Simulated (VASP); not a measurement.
# Ag (Fm-3m) in VASP: notebook

One crystal, Ag, is run at these levels: revPBE+D3(BJ), revPBE+D4, PBE, BLYP+D3(BJ); tasks: relaxation of cell and atoms, single point.

Program: VASP 6.6.1. These are calculated values, not measurements. Logs are shortened: lines on timing, memory, paths and dates and some standing lists are left out, and cuts for length are marked.

### 1 The crystal as given

Symmetry: Fm-3m, No. 225, cubic system. The conventional cell has a = 4.085 Å, b = 4.085 Å, c = 4.085 Å, α = 90.00°, β = 90.00°, γ = 90.00°. Ag (site symmetry m-3m) is surrounded by 12 Ag at 2.89 Å.

### 2 Relaxation of cell and atoms, revPBE+D3(BJ)

The input, INCAR:

```
PREC = Accurate
ENCUT = 600
EDIFF = 1E-7
ISMEAR = -1
SIGMA = 0.05
LREAL = False
LASPH = True
NELM = 100
ALGO = Fast
ISIF = 3
LWAVE = False
LCHARG = False
GGA = RE
IVDW = 12
IBRION = 2
NSW = 40
EDIFFG = -0.005
```

The input, KPOINTS:

```
regular mesh
0
Gamma
  11 11 11
```

The input, POSCAR:

```
Ag
1.0
    0.0000000000      2.0427500000      2.0427500000
    2.0427500000      0.0000000000      2.0427500000
    2.0427500000      2.0427500000      0.0000000000
Ag
1
Direct
    0.0000000000      0.0000000000      0.0000000000
```

Potentials or basis: VASP PAW PBE potentials, release 64 (Ag).

Command:

```bash
cat potpaw_PBE.64/Ag/POTCAR > POTCAR
mpirun -np 1 vasp_std > vasp.out
```

OUTCAR:

```text
PREC = Accurate
   ENCUT = 600
   EDIFF = 1E-7
   ISMEAR = -1
   LREAL = False
   LASPH = True
   NELM = 100
   ISIF = 3
   GGA = RE
   IVDW = 12
   IBRION = 2
   NSW = 40
   EDIFFG = -0.005
 IVDW          = 12

 ion  position               nearest neighbor table
   1  0.000  0.000  0.000-

  LATTYP: Found a face centered cubic cell.
 ALAT       =     4.0855000000

  Lattice vectors:

 A1 = (   0.0000000000,   2.0427500000,   2.0427500000)
 A2 = (   2.0427500000,   0.0000000000,   2.0427500000)
 A3 = (   2.0427500000,   2.0427500000,   0.0000000000)

Analysis of symmetry for initial positions (statically):
=====================================================================
 Subroutine PRICEL returns:
 Original cell was already a primitive cell.

 Routine SETGRP: Setting up the symmetry group for a
 face centered cubic supercell.

 Subroutine GETGRP returns: Found 48 space group operations
 (whereof 48 operations were pure point group operations)
 out of a pool of 48 trial point group operations.

The static configuration has the point symmetry O_h .

Analysis of symmetry for dynamics (positions and initial velocities):
=====================================================================
 Subroutine PRICEL returns:
 Original cell was already a primitive cell.

 Routine SETGRP: Setting up the symmetry group for a
 face centered cubic supercell.

 Subroutine GETGRP returns: Found 48 space group operations
 (whereof 48 operations were pure point group operations)
 out of a pool of 48 trial point group operations.

The dynamic configuration has the point symmetry O_h .

 Subroutine INISYM returns: Found 48 space group operations
 (whereof 48 operations are pure point group operations),
 and found     1 'primitive' translations

----------------------------------------------------------------------------------------

                                     Primitive cell

  volume of cell :      17.0481

  direct lattice vectors                    reciprocal lattice vectors
     0.000000000  2.042750000  2.042750000    -0.244768082  0.244768082  0.244768082
     2.042750000  0.000000000  2.042750000     0.244768082 -0.244768082  0.244768082
     2.042750000  2.042750000  0.000000000     0.244768082  0.244768082 -0.244768082

  length of vectors
     2.888884755  2.888884755  2.888884755     0.423950755  0.423950755  0.423950755

  position of ions in fractional coordinates (direct lattice)
     0.000000000  0.000000000  0.000000000

  ion indices of the primitive-cell ions
   primitive index   ion index
                 1           1

----------------------------------------------------------------------------------------

 KPOINTS: regular mesh
[... 64 lines left out ...]
   LSORBIT =      F    spin-orbit coupling
   LASPH  =      T    aspherical Exc in radial PAW
   ENCUT  =  600.0 eV  44.10 Ry    6.64 a.u.   5.77  5.77  5.77*2*pi/ulx,y,z
   NELM   =    100;   NELMIN=  2; NELMDL= -5     # of ELM steps
   EDIFF  = 0.1E-06   stopping-criterion for ELM
   LREAL  =      F    real-space projection
   EDIFFG = -.5E-02   stopping-criterion for IOM
   NSW    =     40    number of steps for IOM
   IBRION =      2    ionic relax: 0-MD 1-quasi-New 2-CG
   NFREE  =      1    steps in history (QN), initial steepest desc. (CG)
   ISIF   =      3    stress and relaxation
   ISYM   =      2    0-nonsym 1-usesym 2-fastsym
   POTIM  = 0.5000    time-step for ionic-motion
   TEBEG  =    0.0;   TEEND  =   0.0 temperature during run
   PSTRESS=    0.0 pullay stress
   NELECT =      11.0000    total number of electrons
   NUPDOWN=      -1.0000    fix difference up-down
   EMIN   =  10.00;   EMAX   =-10.00  energy-range for DOS
   EFERMI =   0.00;   METHOD = LEGACY
   ISMEAR =    -1;   SIGMA  =   0.05  broadening in eV -4-tet -1-fermi 0-gaus
   EFERMI_NEDOS =   21; number of points for ismear=-14 and -15
   IALGO  =     68    algorithm
   IMIX   =      4    mixing-type and parameters
     AMIX     =   0.40;   BMIX     =  1.00
     AMIX_MAG =   1.60;   BMIX_MAG =  1.00
  volume/ion in A,a.u.               =      17.05       115.05
  Fermi-wavevector in a.u.,A,eV,Ry     =   1.414644  2.673290 27.228221  2.001218
  Thomas-Fermi vector in A             =   2.536165
   LORBIT       =      0    0 simple, 1 ext, 2 COOP (PROOUT), +10 PAW based schemes
   GGA     = RE    functional components
   LHFCALC =     F    Hartree Fock is set to
   AEXX    =    0.0000 exact exchange contribution
   IVDW    =    12    specifies the selected vdW correction
   LEPSILON=     F    determine dielectric tensor
   LRPA    =     F    only Hartree local field effects (RPA)
 conjugate gradient relaxation of ions
 non-spin polarized calculation
 RMM-DIIS sequential band-by-band and
  energy-cutoff  :      600.00
  volume of cell :       17.05
 maximum number of plane-waves:       578
   NGX = 11   NGY = 11   NGZ = 11

--------------------------------------- Ionic step        1  -------------------------------------------

 number of electron      10.9999999 magnetization

 Free energy of the ion-electron system (eV)
  ---------------------------------------------------
  ext. energy  EPLUGINS =         0.00000000
  ---------------------------------------------------
  free energy    TOTEN  =        -2.27005469 eV

  energy without entropy =       -2.26724177  energy(sigma->0) =       -2.26864823

------------------------ aborting loop because EDIFF is reached ----------------------------------------

 Edisp (eV)   -1.12645

 E8    (eV) :    -0.7897
[... 69 lines left out ...]
--------------------------------------- Ionic step        3  -------------------------------------------

 number of electron      11.0000001 magnetization

 Free energy of the ion-electron system (eV)
  ---------------------------------------------------
  ext. energy  EPLUGINS =         0.00000000
  ---------------------------------------------------
  free energy    TOTEN  =        -2.23521284 eV

  energy without entropy =       -2.23305576  energy(sigma->0) =       -2.23413430

 E-fermi :   9.2709     XC(G=0): -12.3326

 val. band max:        9.2042764545   @ k =  -0.4545   0.0909   0.0000
 cond. band min:       9.3401077799   @ k =   0.4545   0.3636   0.0000
 fundamental gap:      0.1358313254
 Fermi energy:         9.2709445568

 k-point     1 :       0.0000    0.0000    0.0000
  band No.  band energies     occupation
      1       1.0223      2.00000
      2       4.0719      2.00000
      3       4.0719      2.00000
      4       4.0719      2.00000
      5       5.1675      2.00000
      6       5.1675      2.00000
      7      25.1171      0.00000
      8      28.9344      0.00000
      9      28.9344      0.00000
[... 265 lines left out ...]
 k-point    24 :      -0.1818    0.1818    0.0000
  band No.  band energies     occupation
      1       3.1057      2.00000
      2       3.6435      2.00000
      3       4.2926      2.00000
      4       4.7201      2.00000
      5       4.7513      2.00000
      6       6.3679      2.00000
      7      21.2490      0.00000
      8      21.6820      0.00000
      9      27.9314      0.00000

 [... further k-points ...]

------------------------ aborting loop because EDIFF is reached ----------------------------------------

 Edisp (eV)   -1.16852

 E8    (eV) :    -0.8194
[... 24 lines left out ...]
  FREE ENERGIE OF THE ION-ELECTRON SYSTEM (eV)
  ---------------------------------------------------
  free  energy   TOTEN  =        -3.4037357821 eV

  energy  without entropy=       -3.4015787026  energy(sigma->0) =       -3.40265724

 reached required accuracy - stopping structural energy minimisation
```

OSZICAR:

```text
N       E                     dE             d eps       ncg     rms          rms(c)
DAV:   1     0.522827707412E+02    0.52283E+02   -0.61737E+03  1016   0.124E+03
DAV:   2    -0.206163977038E+01   -0.54344E+02   -0.51888E+02  1036   0.228E+02
DAV:   3    -0.248855397036E+01   -0.42691E+00   -0.42676E+00  1177   0.248E+01
[... 34 lines left out ...]
RMM:   8    -0.223521391335E+01    0.11051E-05   -0.37691E-06  1008   0.231E-02    0.104E-02
RMM:   9    -0.223521320405E+01    0.70929E-06   -0.79929E-07   990   0.983E-03    0.399E-03
RMM:  10    -0.223521301717E+01    0.18689E-06   -0.11304E-07   637   0.372E-03    0.204E-03
RMM:  11    -0.223521286399E+01    0.15318E-06   -0.64616E-08   576   0.296E-03    0.557E-04
RMM:  12    -0.223521283520E+01    0.28787E-07   -0.70000E-09   437   0.881E-04
   3 F= -.34037358E+01 E0= -.34026572E+01  d E =-.723523E-02
```

Run time: 16 s. Hardware: 1 thread of Intel Xeon Platinum 8488C (Sapphire Rapids), shared host; peak memory 0.16 GiB.

Results:

```
Free energy                            : -3.4037 eV
Relaxed volume                         : 16.46 Å³/atom
Relaxed cell                           : a = 2.855 Å, b = 2.855 Å, c = 2.855 Å, α = 60.00°, β = 60.00°, γ = 60.00°
Space group after relaxing (to 0.05 Å) : Fm-3m (No. 225)
Energy gained by relaxing              : 7.2 meV/atom
Ionic steps                            : 3
Pressure after relaxing                : 0.0 GPa
Band gap on the k mesh                 : none (metal or under the smearing width)
Dispersion energy per atom             : -1.169 eV
```

The path:
| step | energy change (eV) | largest force (eV/Å) | pressure (GPa) | volume (Å³) |
| --- | --- | --- | --- | --- |
| 1 | 0.0000 | 0.0000 | -3.73 | 17.05 |
| 2 | -0.0040 | 0.0000 | 2.93 | 16.09 |
| 3 | -0.0072 | 0.0000 | 0.01 | 16.46 |

Final structure:
```
CELL_PARAMETERS angstrom
0.00000 2.01883 2.01883
2.01883 0.00000 2.01883
2.01883 2.01883 0.00000
ATOMIC_POSITIONS crystal
Ag 0.00000 0.00000 0.00000
```

Caveat: the PAW data sets were made with another functional, which shifts forces and pressure a little; pairwise dispersion overbinds metals, which lowers pressure and volume.

### 3 Relaxation of cell and atoms, revPBE+D4

The input, INCAR:

```
PREC     = Accurate       # precision mode
ENCUT    = 600            # plane-wave cutoff, eV
EDIFF    = 1E-7           # SCF threshold, eV
ISMEAR   = -1             # smearing method
SIGMA    = 0.05           # smearing width, eV
LREAL    = False          # projectors in reciprocal space
LASPH    = True           # aspherical terms in the spheres
NELM     = 80             # most SCF steps
ALGO     = Normal         # electronic algorithm
ISIF     = 3              # what is computed and relaxed
LWAVE    = False          # write WAVECAR
LCHARG   = False          # write CHGCAR
GGA      = RE             # functional
IVDW     = 13             # dispersion correction
IBRION   = 2              # ionic algorithm
NSW      = 60             # ionic steps
EDIFFG   = -0.02          # ionic threshold
```

KPOINTS is that of step 2.

POSCAR is that of step 2.

Potentials or basis: VASP PAW PBE potentials, release 64 (Ag).

Command:

```bash
cat potpaw_PBE.64/Ag/POTCAR > POTCAR
mpirun -np 1 vasp_std > vasp.out
```

Wall time 13 s (1 thread of Intel Xeon Platinum 8488C (Sapphire Rapids), shared host); peak memory 0.15 GiB.

It converged, with:

| Property | Result |
| --- | --- |
| Free energy | -3.2340 eV |
| Relaxed volume | 16.81 Å³/atom |
| Relaxed cell | a = 2.876 Å, b = 2.876 Å, c = 2.876 Å, α = 60.00°, β = 60.00°, γ = 60.00° |
| Space group after relaxing (to 0.05 Å) | Fm-3m (No. 225) |
| Energy gained by relaxing | 1.1 meV/atom |
| Ionic steps | 3 |
| Pressure after relaxing | 0.0 GPa |
| Band gap on the k mesh | none (metal or under the smearing width) |
| Dispersion energy per atom | -0.976 eV |

The path:
| step | energy change (eV) | largest force (eV/Å) | pressure (GPa) | volume (Å³) |
| --- | --- | --- | --- | --- |
| 1 | 0.0000 | 0.0000 | -1.44 | 17.05 |
| 2 | -0.0006 | 0.0000 | 0.99 | 16.67 |
| 3 | -0.0011 | 0.0000 | 0.02 | 16.81 |

Final structure:
```yaml
crystal:
  lattice:
    - [0.00000, 2.03337, 2.03337]
    - [2.03337, 0.00000, 2.03337]
    - [2.03337, 2.03337, 0.00000]
  atoms:
    - { symbol: Ag, position: [0.00000, 0.00000, 0.00000] }
```

Levels at points of the mesh, in eV from the Fermi level:
```csv
k point,band 2,band 3,band 4,band 5,band 6,band 7,band 8,band 9
"(0.00, 0.00, 0.00)",-5.13,-5.13,-5.13,-4.08,-4.08,15.79,19.48,19.48
```

Caveat: the PAW data sets were made with another functional, which shifts forces and pressure a little; pairwise dispersion overbinds metals, which lowers pressure and volume.

### 4 Single point, PBE

The input, INCAR:

```
SYSTEM = Ag
PREC     = Accurate       ! precision mode
ENCUT    = 520            ! plane-wave cutoff, eV
EDIFF    = 1E-6           ! SCF threshold, eV
ISMEAR   = 0              ! smearing method
SIGMA    = 0.026000000000000002 ! smearing width, eV
LREAL    = .FALSE.        ! projectors in reciprocal space
LASPH    = .TRUE.         ! aspherical terms in the spheres
NELM     = 100            ! most SCF steps
ALGO     = Normal         ! electronic algorithm
ISIF     = 2              ! what is computed and relaxed
LWAVE    = .FALSE.        ! write WAVECAR
LCHARG   = .FALSE.        ! write CHGCAR
GGA      = PE             ! functional
NBANDS   = 12             ! bands
```

The input, KPOINTS:

```
Automatic mesh
0
G
  11 11 11
  0 0 0
```

POSCAR is that of step 3.

Command:

```bash
cat potpaw_PBE.64/Ag/POTCAR > POTCAR
mpirun -np 1 vasp_std > vasp.out
```

Run time: 10 s. Hardware: 1 thread of Intel Xeon Platinum 8259CL at 2.50GHz (Skylake/Cascade Lake), shared host; peak memory 0.14 GiB.

The run converged. Its results:

* Free energy: -2.7092 eV
* Pressure: 4.1 GPa
* Band gap on the k mesh: none (metal or under the smearing width)

Levels at points of the mesh, in eV from the Fermi level:
```
           k point  band 3  band 4  band 5  band 6  band 7  band 8  band 9  band 10
(0.00, 0.00, 0.00)   -5.08   -5.08   -4.05   -4.05   15.76   19.34   19.34    19.34
```

### 5 Relaxation of cell and atoms, BLYP+D3(BJ)

The input, INCAR:

```
SYSTEM = Ag
PREC     = Accurate       ! precision mode
ENCUT    = 600            ! plane-wave cutoff, eV
EDIFF    = 1E-6           ! SCF threshold, eV
ISMEAR   = -1             ! smearing method
SIGMA    = 0.05           ! smearing width, eV
LREAL    = .False.        ! projectors in reciprocal space
LASPH    = .True.         ! aspherical terms in the spheres
NELM     = 80             ! most SCF steps
ALGO     = Fast           ! electronic algorithm
ISIF     = 3              ! what is computed and relaxed
LWAVE    = .False.        ! write WAVECAR
LCHARG   = .False.        ! write CHGCAR
GGA      = B5             ! functional
ALDAX    = 1.0          
AGGAX    = 1.0          
AGGAC    = 1.0          
ALDAC    = 0.0          
IVDW     = 12             ! dispersion correction
VDW_S6   = 1.0          
VDW_S8   = 2.6996       
VDW_A1   = 0.4298       
VDW_A2   = 4.2359       
IBRION   = 2              ! ionic algorithm
NSW      = 60             ! ionic steps
EDIFFG   = -0.02          ! ionic threshold
```

The input, KPOINTS:

```
regular mesh
0
Gamma
  11 11 11
  0 0 0
```

POSCAR is that of step 4.

Command:

```bash
cat potpaw_PBE.64/Ag/POTCAR > POTCAR
mpirun -np 1 vasp_std > vasp.out
```

Wall time 44 s (1 thread of Intel Xeon Platinum 8259CL at 2.50GHz (Skylake/Cascade Lake), shared host); peak memory 0.16 GiB.

Results (log left out):

```yaml
Free_energy: -3.3639 eV
Relaxed_volume: 16.92 Å³/atom
Relaxed_cell: a = 2.881 Å, b = 2.881 Å, c = 2.881 Å, α = 60.00°, β = 60.00°, γ = 60.00°
Space_group_after_relaxing_to_0.05_Å: Fm-3m (No. 225)
Energy_gained_by_relaxing: 0.4 meV/atom
Ionic_steps: 3
Pressure_after_relaxing: 0.0 GPa
Band_gap_on_the_k_mesh: none (metal or under the smearing width)
Dispersion_energy_per_atom: -1.355 eV
```

Step by step:
```tsv
step	energy change (eV)	largest force (eV/Å)	pressure (GPa)	volume (Å³)
1	0.0000	0.0000	-0.95	17.05
2	-0.0001	0.0000	0.63	16.80
3	-0.0004	0.0000	-0.05	16.92
```

Final structure:
```
Ag
1.0
     0.00000    2.03749    2.03749
     2.03749    0.00000    2.03749
     2.03749    2.03749    0.00000
Ag
1
Direct
  0.00000 0.00000 0.00000
```

Levels at points of the mesh, in eV from the Fermi level:
```csv
k point,band 2,band 3,band 4,band 5,band 6,band 7,band 8,band 9
"(0.00, 0.00, 0.00)",-5.26,-5.26,-5.26,-4.21,-4.21,15.99,19.38,19.38
```

Caveat: the PAW data sets were made with another functional, which shifts forces and pressure a little; pairwise dispersion overbinds metals, which lowers pressure and volume.

### 6 The reference run

An earlier run on the cell as given: functional PBEsol; potentials or basis VASP PAW PBE potentials, release 64 (Ag); cutoff 520 eV; k mesh 11 × 11 × 11; occupations fermi-dirac, width 0.05 eV; no spin polarisation.

- Pressure: -3.1 GPa
- Band gap on the k mesh: none (metal or under the smearing width)

### 7 The runs side by side

```tsv
task	level	cell	cutoff (eV)	smearing	ladder	gap on the mesh (eV)	pressure (GPa)	relaxed volume (Å³/atom)
relaxation of cell and atoms	revPBE+D3(BJ)	relaxed	600	fermi-dirac 0.05 eV	-	none	0.0	16.46
relaxation of cell and atoms	revPBE+D4	relaxed	600	fermi-dirac 0.05 eV	-	none	0.0	16.81
single point	PBE	as given	520	gaussian 0.026 eV	-	none	4.1	-
relaxation of cell and atoms	BLYP+D3(BJ)	relaxed	600	fermi-dirac 0.05 eV	-	none	0.0	16.92
single point	PBEsol	as given	520	fermi-dirac 0.05 eV	free	none	-3.1	-
```

Alike in all rows: potentials or basis VASP PAW PBE potentials, release 64 (Ag); no spin polarisation; k mesh 11 × 11 × 11.

Caveats: the PAW data sets were made with another functional, which shifts forces and pressure a little (some runs); pairwise dispersion overbinds metals, which lowers pressure and volume (some runs).

Absolute energies hang on the potentials; compare differences alone.
